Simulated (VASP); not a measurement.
# InSe in VASP: a series of runs

One slab, InSe, is run at these levels: PBE+D3(BJ), PBE; tasks: relaxation of cell and atoms.

Everything below comes from runs of VASP 6.6.1. Logs are shortened: lines on timing, memory, paths and dates and some standing lists are left out, and cuts for length are marked.

## (1) Starting point

The cell holds a slab with vacuum, 8 atoms: a = 4.032 Å, b = 4.032 Å, c = 31.798 Å, α = 90.00°, β = 90.00°, γ = 120.00°.

## (2) Relaxation of cell and atoms, PBE+D3(BJ)

INCAR reads:

```
PREC = Accurate
ENCUT = 600
EDIFF = 1E-7
ISMEAR = 0
SIGMA = 0.03
LREAL = False
LASPH = True
NELM = 80
ALGO = Normal
ISIF = 3
LWAVE = False
LCHARG = False
GGA = PE
IVDW = 12
IBRION = 2
NSW = 90
EDIFFG = -0.005
LATTICE_CONSTRAINTS = .TRUE. .TRUE. .FALSE.
KPAR = 4
```

KPOINTS reads:

```
regular mesh
0
Gamma
  9 9 1
```

POSCAR reads:

```
InSe                                    
1.0
    4.0318505908      0.0000000000      0.0000000000
   -2.0159252954      3.4916850408      0.0000000000
    0.0000000000      0.0000000000     31.7977120000
  Se              In            
     4     4
Direct
     1.0000000000000000    0.0000000000000000    0.2845437175695552
     1.0000000000000000    0.0000000000000000    0.4537588018551889
     0.6666666699999979    0.3333333300000021    0.5462331419140123
     0.6666666699999979    0.3333333300000021    0.7153853954297401
     0.6666666699999979    0.3333333300000021    0.3252633444235644
     0.6666666699999979    0.3333333300000021    0.4131611539221234
     0.3333333300000021    0.6666666699999979    0.5867748254365116
     0.3333333300000021    0.6666666699999979    0.6746672794493063
```

Potentials or basis: VASP PAW PBE potentials, release 64 (Se, In_d).

Started as:

```console
$ cat potpaw_PBE.64/Se/POTCAR potpaw_PBE.64/In_d/POTCAR > POTCAR
$ mpirun -np 4 vasp_std > vasp.out
```

OUTCAR:

```text
PREC = Accurate
   ENCUT = 600
   EDIFF = 1E-7
   ISMEAR = 0
   LREAL = False
   LASPH = True
   NELM = 80
   ISIF = 3
   GGA = PE
   IVDW = 12
   IBRION = 2
   NSW = 90
   EDIFFG = -0.005
 IVDW          = 12

 ion  position               nearest neighbor table
   1  0.000  0.000  0.285-   5 2.66   5 2.66   5 2.66
   2  0.000  0.000  0.454-   6 2.66   6 2.66   6 2.66
   3  0.667  0.333  0.546-   7 2.66   7 2.66   7 2.66
   4  0.667  0.333  0.715-   8 2.66   8 2.66   8 2.66
   5  0.667  0.333  0.325-   1 2.66   1 2.66   1 2.66   6 2.79
   6  0.667  0.333  0.413-   2 2.66   2 2.66   2 2.66   5 2.79
   7  0.333  0.667  0.587-   3 2.66   3 2.66   3 2.66   8 2.79
   8  0.333  0.667  0.675-   4 2.66   4 2.66   4 2.66   7 2.79

  LATTYP: Found a hexagonal cell.
 ALAT       =     4.0318505908
 C/A-ratio  =     7.8866295474

  Lattice vectors:

 A1 = (   4.0318505908,   0.0000000000,   0.0000000000)
 A2 = (  -2.0159252954,   3.4916850408,   0.0000000000)
 A3 = (   0.0000000000,   0.0000000000,  31.7977120000)

Analysis of symmetry for initial positions (statically):
=====================================================================
 Subroutine PRICEL returns:
 Original cell was already a primitive cell.

 Routine SETGRP: Setting up the symmetry group for a
 hexagonal supercell.

 Subroutine GETGRP returns: Found  6 space group operations
 (whereof  6 operations were pure point group operations)
 out of a pool of 24 trial point group operations.

The static configuration has the point symmetry C_3v.

Analysis of symmetry for dynamics (positions and initial velocities):
=====================================================================
 Subroutine PRICEL returns:
 Original cell was already a primitive cell.

 Routine SETGRP: Setting up the symmetry group for a
 hexagonal supercell.

 Subroutine GETGRP returns: Found  6 space group operations
 (whereof  6 operations were pure point group operations)
 out of a pool of 24 trial point group operations.

The dynamic configuration has the point symmetry C_3v.

 Subroutine INISYM returns: Found  6 space group operations
 (whereof  6 operations are pure point group operations),
 and found     1 'primitive' translations

----------------------------------------------------------------------------------------

                                     Primitive cell

  volume of cell :     447.6467

  direct lattice vectors                    reciprocal lattice vectors
     4.031850591  0.000000000  0.000000000     0.248025064  0.143197337  0.000000000
    -2.015925295  3.491685041  0.000000000     0.000000000  0.286394674  0.000000000
     0.000000000  0.000000000 31.797712000     0.000000000  0.000000000  0.031448804

  length of vectors
     4.031850591  4.031850595 31.797712000     0.286394675  0.286394674  0.031448804

  position of ions in fractional coordinates (direct lattice)
     0.000000000  0.000000000  0.284543718
     0.000000000  0.000000000  0.453758802
     0.666666670  0.333333330  0.546233142
     0.666666670  0.333333330  0.715385395
     0.666666670  0.333333330  0.325263344
     0.666666670  0.333333330  0.413161154
     0.333333330  0.666666670  0.586774825
     0.333333330  0.666666670  0.674667279

  ion indices of the primitive-cell ions
   primitive index   ion index
                 1           1
                 2           2
                 3           3
                 4           4
                 5           5
                 6           6
                 7           7
                 8           8

----------------------------------------------------------------------------------------

 KPOINTS: regular mesh

Automatic generation of k-mesh.
 Grid dimensions read from file:
 generate k-points for:    9    9    1

 Generating k-lattice:

  Cartesian coordinates                     Fractional coordinates (reciprocal lattice)
     0.027558340  0.015910815  0.000000000     0.111111111  0.000000000  0.000000000
     0.000000000  0.031821630  0.000000000     0.000000000  0.111111111  0.000000000
[... 40 lines left out ...]

 POSITION                                       TOTAL-FORCE (eV/Angst)
 -----------------------------------------------------------------------------------
      0.00000      0.00000      9.04784        -0.000000      0.000000      0.005331
      0.00000      0.00000     14.42849        -0.000000      0.000000     -0.007464
      2.01593      1.16390     17.36896         0.000000     -0.000000      0.007913
      2.01593      1.16390     22.74762         0.000000      0.000000     -0.004615
      2.01593      1.16390     10.34263        -0.000000     -0.000000     -0.002096
      2.01593      1.16390     13.13758        -0.000000      0.000000     -0.001996
     -0.00000      2.32779     18.65810         0.000000     -0.000000      0.001228
     -0.00000      2.32779     21.45288        -0.000000      0.000000      0.001698
 -----------------------------------------------------------------------------------
    total drift:                               -0.000014      0.000008     -0.000254

  FREE ENERGIE OF THE ION-ELECTRON SYSTEM (eV)
  ---------------------------------------------------
  free  energy   TOTEN  =       -30.4397349556 eV

  energy  without entropy=      -30.4397349556  energy(sigma->0) =      -30.43973496

--------------------------------------- Ionic step        2  -------------------------------------------

 number of electron      76.0000008 magnetization

 Free energy of the ion-electron system (eV)
  ---------------------------------------------------
  ext. energy  EPLUGINS =         0.00000000
  ---------------------------------------------------
  free energy    TOTEN  =       -28.36084219 eV

  energy without entropy =      -28.36084219  energy(sigma->0) =      -28.36084219

 E-fermi :  -0.5617     XC(G=0):  -4.9858

 val. band max:       -0.7565130332   @ k =   0.1111   0.0000   0.0000
 cond. band min:       0.2722564840   @ k =   0.0000   0.0000   0.0000
 fundamental gap:      1.0287695173
 Fermi energy:        -0.5616608104

 k-point     1 :       0.0000    0.0000    0.0000
  band No.  band energies     occupation
      1     -15.1460      2.00000
      2     -15.1395      2.00000
      3     -14.9627      2.00000
      4     -14.9627      2.00000
      5     -14.9560      2.00000
      6     -14.9560      2.00000
[... 565 lines left out ...]
     44       2.9506      0.00000
     45       3.9082      0.00000

------------------------ aborting loop because EDIFF is reached ----------------------------------------

 Edisp (eV)   -2.07890

 E8    (eV) :    -0.9763

  FORCE on cell =-STRESS in cart. coord.  units (eV):
  Direction    XX          YY          ZZ          XY          YZ          ZX
  --------------------------------------------------------------------------------------
  -------------------------------------------------------------------------------------
  Total       0.00932     0.00932    -0.01865     0.00000    -0.00000     0.00000
  in kB       0.03337     0.03337    -0.06675     0.00000    -0.00000     0.00000
  external pressure =       -0.00 kB  Pullay stress =        0.00 kB

 VOLUME and BASIS-vectors are now :
 -----------------------------------------------------------------------------
  energy-cutoff  :      600.00
  volume of cell :      447.58
      direct lattice vectors                 reciprocal lattice vectors
     4.031540501  0.000000000  0.000000000     0.248044141  0.143208351  0.000000000
    -2.015770251  3.491416495  0.000000000     0.000000000  0.286416703  0.000000000
     0.000000000  0.000000000 31.797712000     0.000000000  0.000000000  0.031448804

 POSITION                                       TOTAL-FORCE (eV/Angst)
 -----------------------------------------------------------------------------------
      4.03154      0.00000      9.04810        -0.000000      0.000000      0.001871
      4.03154      0.00000     14.42813        -0.000000      0.000000     -0.004529
      2.01577      1.16381     17.36935         0.000000     -0.000000      0.004562
      2.01577      1.16381     22.74740        -0.000000      0.000000     -0.001511
      2.01577      1.16381     10.34253         0.000000     -0.000000      0.001402
      2.01577      1.16381     13.13748         0.000000     -0.000000     -0.004735
     -0.00000      2.32761     18.65816         0.000000      0.000000      0.004471
     -0.00000      2.32761     21.45296        -0.000000      0.000000     -0.001531
 -----------------------------------------------------------------------------------
    total drift:                               -0.000014      0.000008     -0.000199

  FREE ENERGIE OF THE ION-ELECTRON SYSTEM (eV)
  ---------------------------------------------------
  free  energy   TOTEN  =       -30.4397429595 eV

  energy  without entropy=      -30.4397429595  energy(sigma->0) =      -30.43974296

 reached required accuracy - stopping structural energy minimisation
```

Run time: 3.6 min. Hardware: 4 MPI ranks of AMD EPYC 7R13 (Zen 3), shared host; peak memory 0.78 GiB.

What came out:

```yaml
Free_energy: -30.4397 eV
Relaxed_volume: 55.95 Å³/atom
Relaxed_cell: a = 4.032 Å, b = 4.032 Å, c = 31.798 Å, α = 90.00°, β = 90.00°, γ = 120.00°
Space_group_after_relaxing_to_0.05_Å: P3m1 (No. 156)
Energy_gained_by_relaxing: 0.0 meV/atom
Ionic_steps: 2
Largest_force_after_relaxing: 0.005 eV/Å
Band_gap_on_the_k_mesh: 1.03 eV, indirect (least direct gap 1.10 eV)
Dispersion_energy_per_atom: -0.260 eV
```

Forces in eV/Å, atoms in the order of the input:
```
Se   0.000  0.000  0.002
Se   0.000  0.000 -0.005
Se   0.000  0.000  0.005
Se   0.000  0.000 -0.002
In   0.000  0.000  0.001
In   0.000  0.000 -0.005
In   0.000  0.000  0.004
In   0.000  0.000 -0.002
```

Final structure:
```
CELL_PARAMETERS angstrom
4.03154 0.00000 0.00000
-2.01577 3.49142 0.00000
0.00000 0.00000 31.79771
ATOMIC_POSITIONS crystal
Se 0.00000 0.00000 0.28455
Se 0.00000 0.00000 0.45375
Se 0.66667 0.33333 0.54625
Se 0.66667 0.33333 0.71538
In 0.66667 0.33333 0.32526
In 0.66667 0.33333 0.41316
In 0.33333 0.66667 0.58678
In 0.33333 0.66667 0.67467
```

Caveat: spin-orbit coupling is left out, which moves the levels of the heavy elements.

## (3) Relaxation of cell and atoms, PBE

This run uses another cell than the first one, of 55.08 Å³/atom, 0.984 times its volume.

INCAR reads:

```
SYSTEM = InSe
ALGO     = Normal         ! electronic algorithm
EDIFF    = 1E-6           ! SCF threshold, eV
EDIFFG   = -0.01          ! ionic threshold
ENCUT    = 600            ! plane-wave cutoff, eV
GGA      = PE             ! functional
IBRION   = 2              ! ionic algorithm
ISIF     = 3              ! what is computed and relaxed
ISMEAR   = 0              ! smearing method
KPAR     = 4            
LASPH    = .TRUE.         ! aspherical terms in the spheres
LATTICE_CONSTRAINTS= .TRUE. .TRUE. .FALSE.
LCHARG   = .FALSE.        ! write CHGCAR
LREAL    = .FALSE.        ! projectors in reciprocal space
LWAVE    = .FALSE.        ! write WAVECAR
NELM     = 80             ! most SCF steps
NSW      = 90             ! ionic steps
PREC     = Accurate       ! precision mode
SIGMA    = 0.03           ! smearing width, eV
```

KPOINTS reads:

```
k-points
0
G
  9 9 1
  0 0 0
```

POSCAR reads:

```
InSe
1.0
    4.0000000000      0.0000000000      0.0000000000
   -2.0000000000      3.4641016200      0.0000000000
    0.0000000000      0.0000000000     31.7977120000
Se In
4 4
Direct
    0.0000000000      0.0000000000      0.2830392300
    0.0000000000      0.0000000000      0.4515328700
    0.6666666700      0.3333333300      0.5484671300
    0.6666666700      0.3333333300      0.7169607700
    0.6666666700      0.3333333300      0.3228799600
    0.6666666700      0.3333333300      0.4115859700
    0.3333333300      0.6666666700      0.5883078600
    0.3333333300      0.6666666700      0.6770138700
```

Potentials or basis: VASP PAW PBE potentials, release 64 (Se, In_d).

Started as:

```console
$ cat potpaw_PBE.64/Se/POTCAR potpaw_PBE.64/In_d/POTCAR > POTCAR
$ mpirun -np 4 vasp_std > vasp.out
```

Wall time 50 min (4 MPI ranks of Intel Xeon 6975P-C (Granite Rapids), shared host); peak memory 0.79 GiB.

It converged, with:

```yaml
Free_energy: -28.4413 eV
Relaxed_volume: 57.51 Å³/atom
Relaxed_cell: a = 4.087 Å, b = 4.087 Å, c = 31.798 Å, α = 90.00°, β = 90.00°, γ = 120.00°
Space_group_after_relaxing_to_0.05_Å: P3m1 (No. 156)
Energy_gained_by_relaxing: 16.3 meV/atom
Ionic_steps: 67
Largest_force_after_relaxing: 0.007 eV/Å
Band_gap_on_the_k_mesh: 1.06 eV, indirect (least direct gap 1.09 eV)
```

Forces on the atoms (eV/Å):
```
Se   0.000  0.000  0.001
Se   0.000  0.000 -0.003
Se   0.000  0.000  0.007
Se   0.000  0.000 -0.003
In   0.000  0.000  0.001
In   0.000  0.000 -0.007
In   0.000  0.000  0.003
In   0.000  0.000  0.000
```

Step by step:
```csv
step,energy change (eV),largest force (eV/Å),pressure (GPa),volume (Å³)
1,0.0000,0.3901,1.36,440.60
3,-0.0934,0.2000,0.19,456.84
5,-0.1021,0.0705,0.05,462.38
7,-0.1022,0.0501,0.05,461.84
9,-0.1040,0.0367,0.09,462.21
11,-0.1058,0.0486,0.08,463.78
13,-0.1061,0.0654,0.06,464.16
15,-0.1079,0.1029,0.01,464.83
17,-0.1097,0.1421,-0.04,465.49
19,-0.1134,0.1369,0.08,463.41
21,-0.1142,0.1711,0.15,462.09
23,-0.1186,0.1321,0.13,461.22
25,-0.1220,0.1537,0.12,459.60
27,-0.1245,0.0944,-0.01,460.94
29,-0.1256,0.0454,0.03,460.35
31,-0.1259,0.0351,0.04,460.15
33,-0.1260,0.0281,0.03,460.47
35,-0.1261,0.0203,0.01,460.69
37,-0.1262,0.0237,0.00,460.79
39,-0.1264,0.0305,0.04,460.36
41,-0.1267,0.0289,0.07,459.80
43,-0.1270,0.0560,0.01,460.74
45,-0.1271,0.0358,0.02,460.61
47,-0.1275,0.0412,-0.01,461.53
49,-0.1280,0.0186,-0.02,461.12
51,-0.1281,0.0392,0.01,460.87
53,-0.1284,0.0570,0.01,460.06
55,-0.1285,0.0748,0.07,459.46
57,-0.1288,0.0695,0.05,459.35
59,-0.1295,0.0519,0.03,458.85
61,-0.1299,0.0254,-0.01,459.63
63,-0.1300,0.0181,0.01,459.67
65,-0.1301,0.0121,0.00,459.99
67,-0.1301,0.0070,0.01,460.06
```

Final structure:
```yaml
crystal:
  lattice:
    - [4.08735, 0.00000, 0.00000]
    - [-2.04367, 3.53975, 0.00000]
    - [0.00000, 0.00000, 31.79771]
  atoms:
    - { symbol: Se, position: [0.00000, 0.00000, 0.27230] }
    - { symbol: Se, position: [0.00000, 0.00000, 0.44138] }
    - { symbol: Se, position: [0.66667, 0.33333, 0.55855] }
    - { symbol: Se, position: [0.66667, 0.33333, 0.72766] }
    - { symbol: In, position: [0.66667, 0.33333, 0.31241] }
    - { symbol: In, position: [0.66667, 0.33333, 0.40129] }
    - { symbol: In, position: [0.33333, 0.66667, 0.59866] }
    - { symbol: In, position: [0.33333, 0.66667, 0.68754] }
```

Levels at points of the mesh, in eV from the valence-band top:
| k point | band 36 | band 37 | band 38 | band 39 | band 40 | band 41 |
| --- | --- | --- | --- | --- | --- | --- |
| (0.00, 0.00, 0.00) | -0.69 | -0.48 | -0.04 | 1.06 | 1.46 | 2.42 |

Caveat: spin-orbit coupling is left out, which moves the levels of the heavy elements; without dispersion, layers of such crystals drift apart on relaxing, which shifts levels and gaps; volumes and pressures include the vacuum. A hybrid or GW would open this gap; PBE tends to underestimate it.

## (4) Relaxation of cell and atoms, PBE

This run uses another cell than the first one, of 57.51 Å³/atom, 1.028 times its volume.

INCAR: that of step 3 with these lines changed.

```diff
@@ -2,4 +2,4 @@
 ALGO     = Normal         ! electronic algorithm
-EDIFF    = 1E-6           ! SCF threshold, eV
-EDIFFG   = -0.01          ! ionic threshold
+EDIFF    = 1E-7           ! SCF threshold, eV
+EDIFFG   = -0.005         ! ionic threshold
 ENCUT    = 600            ! plane-wave cutoff, eV
```

KPOINTS is that of step 3.

POSCAR reads:

```
InSe                                    
1.0
    4.0873485004     -0.0000000000      0.0000000000
   -2.0436742502      3.5397476406      0.0000000000
    0.0000000000      0.0000000000     31.7977120000
  Se              In            
     4     4
Direct
     0.0000000000000000    0.0000000000000000    0.2723010051232941
     0.0000000000000000    0.0000000000000000    0.4413795626476406
     0.6666666699999979    0.3333333300000021    0.5585466811500027
     0.6666666699999979    0.3333333300000021    0.7276591255665341
     0.6666666699999979    0.3333333300000021    0.3124092165491692
     0.6666666699999979    0.3333333300000021    0.4012884297671808
     0.3333333300000021    0.6666666699999979    0.5986596950449082
     0.3333333300000021    0.6666666699999979    0.6875439441512728
```

Started as:

```console
$ cat potpaw_PBE.64/Se/POTCAR potpaw_PBE.64/In_d/POTCAR > POTCAR
$ mpirun -np 4 vasp_std > vasp.out
```

It took 49 min on 4 MPI ranks of Intel Xeon 6975P-C (Granite Rapids), shared host; peak memory 0.91 GiB.

It converged, with:

```yaml
Free_energy: -28.4431 eV
Relaxed_volume: 57.47 Å³/atom
Relaxed_cell: a = 4.086 Å, b = 4.086 Å, c = 31.798 Å, α = 90.00°, β = 90.00°, γ = 120.00°
Space_group_after_relaxing_to_0.05_Å: P3m1 (No. 156)
Energy_gained_by_relaxing: 0.1 meV/atom
Ionic_steps: 47
Largest_force_after_relaxing: 0.004 eV/Å
Band_gap_on_the_k_mesh: 1.10 eV, indirect (least direct gap 1.13 eV)
```

Forces in eV/Å, atoms in the order of the input:
```
Se   0.000  0.000  0.004
Se   0.000  0.000 -0.003
Se   0.000  0.000  0.004
Se   0.000  0.000 -0.003
In   0.000  0.000 -0.002
In   0.000  0.000 -0.001
In   0.000  0.000  0.000
In   0.000  0.000  0.001
```

The path:
```csv
step,energy change (eV),largest force (eV/Å),pressure (GPa),volume (Å³)
1,0.0000,0.0087,0.00,460.06
3,0.0000,0.0057,0.01,459.92
5,0.0000,0.0053,0.01,459.85
7,0.0000,0.0055,0.01,459.94
9,-0.0001,0.0058,0.01,460.10
11,-0.0001,0.0073,0.01,460.08
13,-0.0001,0.0100,0.01,460.12
15,-0.0001,0.0135,0.01,460.19
17,-0.0001,0.0116,0.01,460.22
19,-0.0002,0.0200,0.00,460.37
21,-0.0002,0.0171,0.01,460.23
23,-0.0003,0.0301,0.05,459.63
25,-0.0003,0.0189,0.03,459.90
27,-0.0005,0.0222,0.03,459.88
29,-0.0006,0.0184,0.00,460.34
31,-0.0006,0.0179,0.00,460.32
33,-0.0007,0.0188,-0.01,460.17
35,-0.0007,0.0163,-0.01,460.19
37,-0.0007,0.0216,0.00,459.99
39,-0.0008,0.0294,0.01,459.72
41,-0.0008,0.0276,0.01,459.78
43,-0.0008,0.0081,0.00,459.55
45,-0.0008,0.0063,0.00,459.72
47,-0.0008,0.0040,0.00,459.73
```

Final structure:
```
Se In
1.0
     4.08591    0.00000    0.00000
    -2.04295    3.53850    0.00000
     0.00000    0.00000   31.79771
Se In
4 4
Direct
  0.00000 0.00000 0.26986
  0.00000 0.00000 0.43902
  0.66667 0.33333 0.56093
  0.66667 0.33333 0.73008
  0.66667 0.33333 0.31001
  0.66667 0.33333 0.39887
  0.33333 0.66667 0.60108
  0.33333 0.66667 0.68994
```

Levels at points of the mesh, in eV from the valence-band top:
```tsv
k point	band 35	band 36	band 37	band 38	band 39	band 40	band 41	band 42
(0.00, 0.00, 0.00)	-0.67	-0.67	-0.43	-0.04	1.10	1.46	2.45	2.48
```

Caveat: spin-orbit coupling is left out, which moves the levels of the heavy elements; without dispersion, layers of such crystals drift apart on relaxing, which shifts levels and gaps; volumes and pressures include the vacuum.
